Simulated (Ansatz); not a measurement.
SnTe:

```
CELL_PARAMETERS angstrom
0.00000 3.15085 3.15085
3.15085 0.00000 3.15085
3.15085 3.15085 0.00000
ATOMIC_POSITIONS crystal
Te 0.50000 0.50000 0.50000
Sn 0.00000 0.00000 0.00000
```

| Quantity | Value |
| --- | --- |
| Program | Ansatz 0.2.0 |
| Task | relaxation of cell and atoms |
| Functional | BLYP |
| Potentials or basis | Ansatz PAW |
| Cutoff | 420 eV (not typed: the program's choice for these potentials) |
| k mesh | 7 × 7 × 7 |
| Occupations | fermi-dirac, width 0.05 eV |
| Spin | no spin polarisation |

At the start: volume 31.28 Å³/atom.

Where does the relaxation end?

It ends after 6 steps and the volume is 35.88 Å³/atom (+14.7 %); space group Fm-3m (No. 225, to 0.05 Å).

Step by step:
```tsv
step	energy change (eV)	largest force (eV/Å)	volume (Å³)
1	0.0000	0.0000	62.56
2	-0.1527	0.0000	72.29
3	-0.1531	0.0000	71.89
4	-0.1543	0.0000	71.89
5	-0.1543	0.0000	71.76
6	-0.1543	0.0000	71.76
```

Final structure:
```xyz
2
Lattice="0.0000 3.2982 3.2982 3.2982 0.0000 3.2982 3.2982 3.2982 0.0000" Properties=species:S:1:pos:R:3 pbc="T T T"
Te    3.2982    3.2982    3.2982
Sn    0.0000    0.0000    0.0000
```

Caveat: the plane-wave basis is chosen anew once the cell has moved, so the energies of steps on either side of that aren't comparable; the volume moved by +15 % from the deposited cell, more than functionals usually miss; the PAW data sets come from PBE, with cores solved anew for the run's functional, which leaves a small shift of forces and pressure.
